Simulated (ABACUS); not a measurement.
# GaP (F-43m) in ABACUS: a series of runs

The runs below take GaP through band structure, equation of state, with PBEsol.

All numbers are computed with ABACUS 3.10.1; they aren't measurements. Logs are shortened: lines on timing, memory, paths and dates and some standing lists are left out, and cuts for length are marked.

**Experimental background.**

From “Stacking defects in GaP nanowires: Electronic structure and optical properties”, 2018, arxiv:1810.01194, for a bulk crystal of GaP at 10 K: band gap 2.34 eV (indirect).

“Phosphorous dimerization in GaP at high pressure”, 2017, arxiv:1709.06667 reports, for a bulk crystal of GaP: bulk modulus 87.5 ± 0.6 GPa.

How close the calculation comes is told below.

## Step 1: The structure

It takes space group F-43m (No. 216, cubic). The conventional cell has a = 5.451 Å, b = 5.451 Å, c = 5.451 Å, α = 90.00°, β = 90.00°, γ = 90.00°. Ga (site symmetry -43m) has 4 P at 2.36 Å as nearest neighbours. Around P (site symmetry -43m) lie 4 Ga at 2.36 Å.

## Step 2: Band structure, PBEsol

The input, INPUT:

```
INPUT_PARAMETERS
suffix              GaP
calculation         nscf
basis_type          pw
pseudo_dir          ./
symmetry            -1
dft_functional      pbesol
ecutwfc             40.0
pseudo_rcut         10
nspin               1
nbands              22
ks_solver           dav
smearing_method     fd
smearing_sigma      0.00367493
scf_thr             1e-08
scf_nmax            100
mixing_type         broyden
mixing_beta         0.7
ecutrho             320.0
init_chg            file
pw_diag_thr         1e-07
out_band            1
kpar                4
```

The input, STRU:

```
ATOMIC_SPECIES
Ga 69.7230 ga_pbe_v1.4.uspp.F.UPF
P 30.9738 p_pbe_v1.5.uspp.F.UPF

LATTICE_CONSTANT
1.8897261246

LATTICE_VECTORS
0.0000000000 2.7252500000 2.7252500000
2.7252500000 0.0000000000 2.7252500000
2.7252500000 2.7252500000 0.0000000000

ATOMIC_POSITIONS
Cartesian

Ga
0.0
1
0.0000000000 0.0000000000 0.0000000000 1 1 1

P
0.0
1
4.0878750000 4.0878750000 4.0878750000 1 1 1
```

The input, KPT:

```
K_POINTS
12
Line
0.00000000 0.00000000 0.00000000 10 // G
0.50000000 0.00000000 0.50000000 10 // X
0.50000000 0.25000000 0.75000000 10 // W
0.37500000 0.37500000 0.75000000 10 // K
0.00000000 0.00000000 0.00000000 10 // G
0.50000000 0.50000000 0.50000000 10 // L
0.62500000 0.25000000 0.62500000 10 // U
0.50000000 0.25000000 0.75000000 10 // W
0.50000000 0.50000000 0.50000000 10 // L
0.37500000 0.37500000 0.75000000 1 // K
0.62500000 0.25000000 0.62500000 10 // U
0.50000000 0.00000000 0.50000000 1 // X
```

Potentials or basis: GBRV ultrasoft 1.5 PBE, plane waves.

On the command line:

```bash
> OMP_NUM_THREADS=1 mpirun -np 4 abacus > log
```

running log:

```text
ABACUS v3.10.1

               Atomic-orbital Based Ab-initio Computation at UStc

 ------------------------------------------------------------------------------------

 READING GENERAL INFORMATION
                           global_out_dir = OUT.GaP/
                           global_in_card = INPUT
                               pseudo_dir = ./
[... 8 lines left out ...]

 READING ATOM TYPE 1
                               atom label = Ga
                      L=0, number of zeta = 1
                      L=1, number of zeta = 1
                      L=2, number of zeta = 1
             number of atom for this type = 1

 READING ATOM TYPE 2
                               atom label = P
                      L=0, number of zeta = 1
                      L=1, number of zeta = 1
                      L=2, number of zeta = 1
             number of atom for this type = 1

                        TOTAL ATOM NUMBER = 2
CARTESIAN COORDINATES ( UNIT =       1.889726124600 Bohr ).
    atom                   x                   y                   z     mag                  vx                  vy                  vz
tauc_Ga1            0.0000000000        0.0000000000        0.0000000000  0.0000        0.0000000000        0.0000000000        0.0000000000
tauc_P1            4.0878750000        4.0878750000        4.0878750000  0.0000        0.0000000000        0.0000000000        0.0000000000

                          Volume (Bohr^3) = 273.178
                             Volume (A^3) = 40.4807

 Lattice vectors: (Cartesian coordinate: in unit of a_0)
                   +0            +2.72525            +2.72525
             +2.72525                  +0            +2.72525
             +2.72525            +2.72525                  +0
 Reciprocal vectors: (Cartesian coordinate: in unit of 2 pi/a_0)
            -0.183469           +0.183469           +0.183469
            +0.183469           -0.183469           +0.183469
            +0.183469           +0.183469           -0.183469
 The esolver type has been set to : ksdft_pw

                PAO radial cut off (Bohr) = 10

 Read in pseudopotential file is ga_pbe_v1.4.uspp.F.UPF
                     pseudopotential type = US
          exchange-correlation functional = PBE
                 nonlocal core correction = 1
                        valence electrons = 19
                                     lmax = 2
                           number of zeta = 4
                     number of projectors = 6
                           L of projector = 0
                           L of projector = 0
                           L of projector = 1
                           L of projector = 1
                           L of projector = 2
                           L of projector = 2
 XC functional updated to : pbesol
          exchange-correlation functional = PBESOL
                PAO radial cut off (Bohr) = 10

 Read in pseudopotential file is p_pbe_v1.5.uspp.F.UPF
                     pseudopotential type = US
          exchange-correlation functional = PBE
                 nonlocal core correction = 1
                        valence electrons = 5
                                     lmax = 2
                           number of zeta = 2
                     number of projectors = 6
                           L of projector = 0
                           L of projector = 0
                           L of projector = 1
                           L of projector = 1
                           L of projector = 2
                           L of projector = 2
[... 107 lines left out ...]

[... K-POINTS DIRECT COORDINATES: 26 rows ...]

 SETUP PLANE WAVES FOR WAVE FUNCTIONS
     energy cutoff for wavefunc (unit:Ry) = 40
              fft grid for wave functions = [ 30, 30, 30 ]
                    number of plane waves = 1591
                         number of sticks = 187

 PARALLEL PW FOR WAVE FUNCTIONS
     PROC   COLUMNS(POT)             PW
        1            187           1591
 --------------- sum -------------------
        1            187           1591

 SETUP NONLOCAL PSEUDOPOTENTIALS IN PLANE WAVE BASIS
 Ga non-local projectors:
 projector 1 L=0
 projector 2 L=0
 projector 3 L=1
 projector 4 L=1
 projector 5 L=2
 projector 6 L=2
 P non-local projectors:
 projector 1 L=0
 projector 2 L=0
 projector 3 L=1
 projector 4 L=1
 projector 5 L=2
 projector 6 L=2
      TOTAL NUMBER OF NONLOCAL PROJECTORS = 36

 Init Non-Local PseudoPotential table :
 Init Non-Local-Pseudopotential done.

                                     npwx = 1211

 Make real space PAO into reciprocal space.
       max mesh points in Pseudopotential = 721
     dq(describe PAO in reciprocal space) = 0.01
                                    max q = 763

 number of pseudo atomic orbitals for Ga is 4
WARNING: norm of atomic wavefunction # 4 of atomic type Ga is 0.999965, renormalized

 number of pseudo atomic orbitals for P is 2
WARNING: norm of atomic wavefunction # 2 of atomic type P is 0.999973, renormalized

 -------------------------------------------
 NONSELF-CONSISTENT
 -------------------------------------------
                                 init_chg = file
 try to read charge from file
 Read in the charge density: OUT.GaP//GaP-CHARGE-DENSITY.restart

 PW ALGORITHM --------------- ION=   1  ELEC=   1--------------------------------
 k(1/102) Iter steps (avg)=9 threshold=1e-07
 k(2/102) Iter steps (avg)=10 threshold=1e-07
 k(3/102) Iter steps (avg)=10 threshold=1e-07
 k(4/102) Iter steps (avg)=11 threshold=1e-07
 k(5/102) Iter steps (avg)=10 threshold=1e-07
 k(6/102) Iter steps (avg)=9 threshold=1e-07
 k(7/102) Iter steps (avg)=13 threshold=1e-07
 k(8/102) Iter steps (avg)=17 threshold=1e-07
 k(9/102) Iter steps (avg)=17 threshold=1e-07
 k(10/102) Iter steps (avg)=18 threshold=1e-07
[... 6 lines left out ...]
 k(17/102) Iter steps (avg)=16 threshold=1e-07
 k(18/102) Iter steps (avg)=20 threshold=1e-07
 k(19/102) Iter steps (avg)=31 threshold=1e-07
 k(20/102) Iter steps (avg)=26 threshold=1e-07
 k(21/102) Iter steps (avg)=26 threshold=1e-07
 k(22/102) Iter steps (avg)=24 threshold=1e-07
 k(23/102) Iter steps (avg)=22 threshold=1e-07
 k(24/102) Iter steps (avg)=21 threshold=1e-07
 k(25/102) Iter steps (avg)=18 threshold=1e-07
 k(26/102) Iter steps (avg)=18 threshold=1e-07
[... levels at 26 k points of this process ...]

 Density error is 0.00000000000
                          Error Threshold = 1.00000000000e-07
----------------------------------------------------------
     Energy           Rydberg                 eV
----------------------------------------------------------
 E_KohnSham     -430.3647984716      -5855.4134778359
 E_KS(sigma->0) -430.3647984685      -5855.4134777939
 E_Harris       -430.3647984716      -5855.4134778359
 E_band         -41.5299668458       -565.0441868545
 E_one_elec     -396.1777964459      -5390.2754527479
 E_Hartree      206.3062646547       2806.9407324003
 E_xc           -53.8783630584       -733.0527365070
 E_Ewald        -186.6149036159      -2539.0260208972
 E_entropy(-TS) -0.0000000062        -0.0000000841
 E_descf        0.0000000000         0.0000000000
 E_exx          0.0000000000         0.0000000000
 E_Fermi        0.6180211402         8.4086089909
----------------------------------------------------------

 charge density convergence is achieved
 final etot is -5855.4134778 eV
 EFERMI = 8.4086089909 eV

 STATE ENERGY(eV) AND OCCUPATIONS    NSPIN == 1
 1/26 kpoint (Cartesian) = 0.0000 0.0000 0.0000 (1211 pws)
       1       -86.2671      0.0196078
       2       -86.2671      0.0196078
       3       -86.2671      0.0196078
       4       -6.77329      0.0196078
       5       -6.77329      0.0196078
       6       -6.77329      0.0196078
[... 134 lines left out ...]
      21        22.1204        0.00000
      22        22.3010        0.00000

[... levels at 20 further k points ...]

 --------------------------------------------
 !FINAL_ETOT_IS -5855.413477835932 eV
 --------------------------------------------

 Output bands in file: OUT.GaP/BANDS_1.dat
```

Run time: 11 s. Hardware: 4 MPI ranks of Intel Xeon Platinum 8259CL at 2.50GHz (Skylake/Cascade Lake), shared host; peak memory 0.6 GiB.

What came out:

* Band gap along the path: 1.46 eV, indirect (least direct gap 1.70 eV)

Levels at the corners of the path, in eV from the Fermi level:
| point | band 8 | band 9 | band 10 | band 11 | band 12 | band 13 | band 14 | band 15 | band 16 | band 17 |
| --- | --- | --- | --- | --- | --- | --- | --- | --- | --- | --- |
| Γ | -15.07 | -13.29 | -0.74 | -0.74 | -0.74 | 0.97 | 3.06 | 3.06 | 3.06 | 7.80 |
| X | -15.05 | -10.27 | -7.57 | -3.46 | -3.46 | 0.76 | 0.96 | 9.78 | 9.78 | 10.32 |
| W | -15.06 | -10.18 | -7.36 | -4.37 | -4.22 | 3.85 | 4.07 | 5.25 | 5.27 | 10.76 |
| K | -15.06 | -10.31 | -7.36 | -4.74 | -3.02 | 1.31 | 3.97 | 7.41 | 7.43 | 8.45 |
| Γ | -15.07 | -13.29 | -0.74 | -0.74 | -0.74 | 0.97 | 3.06 | 3.06 | 3.06 | 7.80 |
| L | -15.06 | -11.19 | -7.45 | -1.87 | -1.87 | 0.81 | 3.89 | 3.89 | 7.34 | 9.98 |
| U | -15.06 | -10.31 | -7.36 | -4.74 | -3.02 | 1.31 | 3.97 | 7.41 | 7.43 | 8.45 |
| W | -15.06 | -10.18 | -7.36 | -4.37 | -4.22 | 3.85 | 4.07 | 5.25 | 5.27 | 10.76 |
| L | -15.06 | -11.19 | -7.45 | -1.87 | -1.87 | 0.81 | 3.89 | 3.89 | 7.34 | 9.98 |
| K | -15.06 | -10.31 | -7.36 | -4.74 | -3.02 | 1.31 | 3.97 | 7.41 | 7.43 | 8.45 |
| U | -15.06 | -10.31 | -7.36 | -4.74 | -3.02 | 1.31 | 3.97 | 7.41 | 7.43 | 8.45 |
| X | -15.05 | -10.27 | -7.57 | -3.46 | -3.46 | 0.76 | 0.96 | 9.78 | 9.78 | 10.32 |

Caveat: the density is read from an earlier self-consistent run, whose mesh may be coarse; the potentials were made for another functional, which shifts forces and pressure.

## Step 3: Equation of state, PBEsol, 19.03 Å³/atom (volume scaled by 0.94)

The input, run_abacus.py:

```python
"""ABACUS run from a structure file: ASE reads it, the script writes STRU, KPT and INPUT."""
import re
import subprocess
from ase.io import read
from ase.units import Bohr

atoms = read("GaP.cif")
atoms = atoms[(-atoms.numbers).argsort(kind="stable")]  # ABACUS lists atoms element by element
pseudo = {'Ga': 'ga_pbe_v1.4.uspp.F.UPF', 'P': 'p_pbe_v1.5.uspp.F.UPF'}
orbital = {}
magmoms = None
kmesh = [6, 6, 6]
params = {
    'suffix': 'GaP',
    'calculation': 'scf',
    'basis_type': 'pw',
    'pseudo_dir': './',
    'symmetry': 1,
    'dft_functional': 'pbesol',
    'ecutwfc': 40,
    'pseudo_rcut': 10,
    'nspin': 1,
    'nbands': 16,
    'ks_solver': 'dav',
    'smearing_method': 'fd',
    'smearing_sigma': 0.00367493,
    'scf_thr': 1e-08,
    'scf_nmax': 100,
    'mixing_type': 'broyden',
    'mixing_beta': 0.7,
    'cal_force': 1,
    'cal_stress': 1,
    'ecutrho': 320,
    'kpar': 4,
}

symbols = atoms.get_chemical_symbols()
elements = list(dict.fromkeys(symbols))
lines = ["ATOMIC_SPECIES"] + [f"{e} {atoms.get_masses()[symbols.index(e)]:.4f} {pseudo[e]}" for e in elements]
if orbital:
    lines += ["", "NUMERICAL_ORBITAL"] + [orbital[e] for e in elements]
lines += ["", "LATTICE_CONSTANT", f"{1 / Bohr:.10f}", "", "LATTICE_VECTORS"]
lines += [" ".join(f"{x:.10f}" for x in v) for v in atoms.cell]
lines += ["", "ATOMIC_POSITIONS", "Direct"]
for e in elements:
    lines += ["", e, "0.0", str(symbols.count(e))]
    for i, p in enumerate(atoms.get_scaled_positions(wrap=False)):
        if symbols[i] == e:
            mag = "" if magmoms is None else " mag " + " ".join(str(x) for x in (magmoms[i] if isinstance(magmoms[i], list) else [magmoms[i]]))
            lines.append(" ".join(f"{x:.10f}" for x in p) + " 1 1 1" + mag)
open("STRU", "w").write("\n".join(lines) + "\n")
open("KPT", "w").write("K_POINTS\n0\nGamma\n%d %d %d 0 0 0\n" % tuple(kmesh))
open("INPUT", "w").write("INPUT_PARAMETERS\n" + "".join(f"{k:<20s}{v}\n" for k, v in params.items()))

done = subprocess.run(['mpirun', '-np', '4', 'abacus'])
if done.returncode:
    raise SystemExit(done.returncode)
log = open("OUT.GaP/running_scf.log").read()
print("final energy (eV):", re.findall(r"FINAL_ETOT_IS (\S+)", log))
```

The input, GaP.cif:

```cif
data_GaP
_cell_length_a 3.77540863
_cell_length_b 3.77540863
_cell_length_c 3.77540863
_cell_angle_alpha 60.00000000
_cell_angle_beta 60.00000000
_cell_angle_gamma 60.00000000
_space_group_name_H-M_alt 'P1'
_space_group_name_Hall 'P 1'
_space_group_IT_number 1
loop_
_space_group_symop_operation_xyz
'x,y,z'
loop_
_atom_site_label
_atom_site_type_symbol
_atom_site_symmetry_multiplicity
_atom_site_Wyckoff_symbol
_atom_site_fract_x
_atom_site_fract_y
_atom_site_fract_z
_atom_site_occupancy
Ga1 Ga 1 a 0.0000000000 0.0000000000 0.0000000000 1
P1 P 1 a 0.7500000000 0.7500000000 0.7500000000 1
```

Potentials or basis: GBRV ultrasoft 1.5 PBE, plane waves.

On the command line:

```bash
> OMP_NUM_THREADS=1 python run_abacus.py > log
```

Wall time 28 s (4 MPI ranks of Intel Xeon Platinum 8259CL at 2.50GHz (Skylake/Cascade Lake), shared host); peak memory 0.6 GiB.

Results (log left out):

```yaml
Free_energy: -5855.1417 eV
Pressure: 5.1 GPa
Band_gap_on_the_k_mesh: 1.36 eV, indirect (least direct gap 2.21 eV)
```

Caveat: the potentials were made for another functional, which shifts forces and pressure.

## Step 4: Equation of state, PBEsol, 19.84 Å³/atom (volume scaled by 0.98)

run_abacus.py is that of step 3.

GaP.cif, as its differences from that of step 3:

```diff
@@ -1,5 +1,5 @@
 data_GaP
-_cell_length_a 3.77540863
-_cell_length_b 3.77540863
-_cell_length_c 3.77540863
+_cell_length_a 3.82821839
+_cell_length_b 3.82821839
+_cell_length_c 3.82821839
 _cell_angle_alpha 60.00000000
```

On the command line:

```bash
> OMP_NUM_THREADS=1 python run_abacus.py > log
```

Wall time 27 s (4 MPI ranks of Intel Xeon Platinum 8259CL at 2.50GHz (Skylake/Cascade Lake), shared host); peak memory 0.6 GiB.

The run converged. Its results:

| Quantity | Value |
| --- | --- |
| Free energy | -5855.1756 eV |
| Pressure | 1.0 GPa |
| Band gap on the k mesh | 1.46 eV, indirect (least direct gap 1.87 eV) |

Caveat: the potentials were made for another functional, which shifts forces and pressure.

## Step 5: Equation of state, PBEsol, 20.65 Å³/atom (volume scaled by 1.02)

run_abacus.py is that of step 4.

GaP.cif, as its differences from that of step 4:

```diff
@@ -1,5 +1,5 @@
 data_GaP
-_cell_length_a 3.82821839
-_cell_length_b 3.82821839
-_cell_length_c 3.82821839
+_cell_length_a 3.87961000
+_cell_length_b 3.87961000
+_cell_length_c 3.87961000
 _cell_angle_alpha 60.00000000
```

On the command line:

```bash
> OMP_NUM_THREADS=1 python run_abacus.py > log
```

Run time: 29 s. Hardware: 4 MPI ranks of Intel Xeon Platinum 8259CL at 2.50GHz (Skylake/Cascade Lake), shared host; peak memory 0.64 GiB.

Results (log left out):

```
Free energy            : -5855.1716 eV
Pressure               : -2.3 GPa
Band gap on the k mesh : 1.49 eV, indirect (least direct gap 1.54 eV)
```

Caveat: the potentials were made for another functional, which shifts forces and pressure.

## Step 6: Equation of state, PBEsol, 21.45 Å³/atom (volume scaled by 1.06)

run_abacus.py is that of step 5.

GaP.cif, as its differences from that of step 5:

```diff
@@ -1,5 +1,5 @@
 data_GaP
-_cell_length_a 3.87961000
-_cell_length_b 3.87961000
-_cell_length_c 3.87961000
+_cell_length_a 3.92967501
+_cell_length_b 3.92967501
+_cell_length_c 3.92967501
 _cell_angle_alpha 60.00000000
```

Potentials or basis: GBRV ultrasoft 1.5 PBE, plane waves.

On the command line:

```bash
> OMP_NUM_THREADS=1 python run_abacus.py > log
```

Run time: 29 s. Hardware: 4 MPI ranks of Intel Xeon Platinum 8259CL at 2.50GHz (Skylake/Cascade Lake), shared host; peak memory 0.64 GiB.

The run converged. Its results:

* Free energy: -5855.1377 eV
* Pressure: -5.0 GPa
* Band gap on the k mesh: 1.24 eV, direct

Caveat: the potentials were made for another functional, which shifts forces and pressure.

## Step 7: Equation of state, PBEsol

This step only gathers the single runs of the series.

Results:

| Item | Value |
| --- | --- |
| Equilibrium volume | 20.14 Å³/atom |
| Bulk modulus | 85 GPa |
| Pressure derivative of the bulk modulus | 4.9 (rough: it moves with the points fitted) |

Energy against volume, from the lowest point:
```
volume (Å³/atom)  energy (meV/atom)
          19.026              16.96
          19.836               0.00
          20.645               2.00
          21.455              18.94
```

Caveat: the potentials were made for another functional, which shifts forces and pressure.

## Step 8: How close it comes

Step 2. Against the measured gap of GaP, 2.34 eV (indirect; 10 K; quoted in “Stacking defects in GaP nanowires: Electronic structure and optical properties”, 2018, arxiv:1810.01194), the calculated 1.46 eV is off by -0.88 eV. Spin-orbit coupling on Ga is left out. The value is that of PBEsol, without temperature or zero-point motion. Semilocal functionals fall short of measured gaps as a rule.

Step 7. Against the measured bulk modulus of GaP, 87.5 GPa (“Phosphorous dimerization in GaP at high pressure”, 2017, arxiv:1709.06667), the calculated 85 GPa is off by -2.9 %. The fit is for a static lattice scaled at fixed shape and fixed fractional positions.
